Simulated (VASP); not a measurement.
TePb (strained rocksalt): one PBE single-point calculation in two programs

```
Pb Te
1.0
     0.00000    3.36587    3.25541
     3.36587    0.00000    3.25541
     3.36587    3.36587    0.00000
Pb Te
1 1
Direct
  0.00000 0.00000 0.00000
  0.50000 0.50000 0.50000
```

Each program uses its own PAW datasets. VASP's cell holds 20 valence electrons and Ansatz's 30. Ansatz's stress includes a Pulay correction; VASP's doesn't.

Cutoffs: 520 eV in VASP, 420 eV in Ansatz. k meshes: 8×8×8 and 8×8×8.

```tsv
	VASP	Ansatz
gap between bands v and c	0.85 eV	0.85 eV
least direct gap	0.85 eV	0.85 eV
pressure	-1.3 GPa	-1.3 GPa
```

Band v is the last that the valence electrons fill when counted band by band, and c is the next. Levels in eV from the top of v, Ansatz:

```tsv
point	v−1	v	c	c+1
Γ	-0.95	-0.95	3.71	3.71
X	-2.49	-2.15	3.68	4.80
K	-1.94	-1.85	3.43	3.63
L	-0.63	0.00	0.85	1.38
W	-3.22	-0.32	1.69	5.03
```

VASP:

```json
{"point": "Γ", "v−1": "-0.94", "v": "-0.94", "c": "3.71", "c+1": "3.71"}
{"point": "X", "v−1": "-2.48", "v": "-2.14", "c": "3.67", "c+1": "4.80"}
{"point": "K", "v−1": "-1.94", "v": "-1.85", "c": "3.43", "c+1": "3.63"}
{"point": "L", "v−1": "-0.62", "v": "0.00", "c": "0.85", "c+1": "1.39"}
{"point": "W", "v−1": "-3.21", "v": "-0.31", "c": "1.69", "c+1": "5.03"}
```
